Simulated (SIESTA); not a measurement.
The system is MoS2.

```
CELL_PARAMETERS angstrom
1.58000 0.91221 6.15000
-1.58000 0.91221 6.15000
0.00000 -1.82443 6.15000
ATOMIC_POSITIONS crystal
Mo 0.00000 0.00000 0.00000
S 0.41700 0.41700 0.41700
S 0.25000 0.25000 0.25000
```

Measurements of this composition are mostly on another form, of space group No. 194.

Base run:

| Quantity | Value |
| --- | --- |
| Program | SIESTA 5.4.2 |
| Functional | revPBE |
| Potentials or basis | PseudoDojo 0.4 standard (PBE files) |
| Basis | DZP (energy shift 0.003 Ry; two zetas on semicore shells) |
| Grid cutoff | 800 Ry |
| Energy shift | 0.003 Ry |
| k mesh | 7 × 7 × 7 |
| Occupations | fermi-dirac, width 0.05 eV |
| Spin | no spin polarisation |

Its results: band gap on the k mesh 1.17 eV, indirect (least direct gap 2.18 eV); pressure 10.0 GPa; largest force 0.975 eV/Å.

The run is repeated on the same cell with these changes: functional from revPBE to PBE. What comes out?

Band gap on the k mesh 1.14 eV, indirect (least direct gap 2.18 eV); pressure 8.3 GPa; largest force 0.964 eV/Å.

PBE binds more tightly than revPBE, so the same cell stands under less pressure.

Caveats: an odd mesh through Γ misses points on the zone boundary, where band edges often lie; the basis of atomic orbitals isn't converged, which shifts pressures, moduli and gaps; the potentials were made for another functional, which shifts forces and pressure (some runs).
